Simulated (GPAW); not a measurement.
A run of GPAW 26.7.0 is set up as follows.

run.py

```python
from ase.eos import EquationOfState
from ase.io import Trajectory, read
from ase.units import GPa
from gpaw import GPAW, PW

atoms = read('POSCAR')

traj = Trajectory('eos.traj', 'w')
volumes, energies = [], []
for x in [0.94, 0.96, 0.98, 1.0, 1.02, 1.04, 1.06]:
    a = atoms.copy()
    a.set_cell(atoms.cell * x**(1 / 3), scale_atoms=True)
    calc = GPAW(mode=PW(800),
                xc='PBE',
                kpts={'size': (10, 10, 10), 'gamma': True},
                occupations={'name': 'fermi-dirac', 'width': 0.05},
                nbands=19,
                convergence={'density': 1e-05, 'energy': 1e-05},
                maxiter=150,
                txt=f'eos-{x:.2f}.txt')
    a.calc = calc
    energies.append(a.get_potential_energy(force_consistent=True))
    volumes.append(a.get_volume())
    p = -a.get_stress()[:3].mean() / GPa
    calc.write(f'eos-{x:.2f}.gpw')
    traj.write(a)
    print(f'{x:.2f} {volumes[-1]:10.4f} A^3 {energies[-1]:14.6f} eV {p:9.3f} GPa', flush=True)

v0, e0, B = EquationOfState(volumes, energies, eos='birchmurnaghan').fit()
print(f'V0 = {v0:.4f} A^3, E0 = {e0:.6f} eV, B0 = {B / GPa:.2f} GPa')
```

The input POSCAR:

```
CuO
1.0
    0.0000000000      2.3272527300      2.3272527300
    2.3272527300      0.0000000000      2.3272527300
    2.3272527300      2.3272527300      0.0000000000
Cu O
1 1
Direct
    0.0000000000      0.0000000000      0.0000000000
    0.2500000000      0.2500000000      0.2500000000
```

Potentials or basis: GPAW PAW data sets (gpaw-data 1.2.1), pw.

Command:

```sh
$ OMP_NUM_THREADS=1 python run.py
```

**Question.** Predict the bulk modulus.

**Answer.** 137 GPa (rough).

**Question.** Estimate the equilibrium volume.

**Answer.** 11.78 Å³/atom (rough: see the caveat).

Energy against volume, from the lowest point:
```tsv
volume (Å³/atom)	energy (meV/atom)
11.848	0.00
12.100	3.41
12.353	10.72
12.605	21.57
12.857	35.39
13.109	52.02
13.361	70.96
```

Caveat: with this Cu data set, volumes or pressures lay over 1.5 % or 2 GPa off other programs in two to four cells of ten; the minimum lies outside the volumes run; the run has no spin polarisation, though such a crystal can be magnetic.
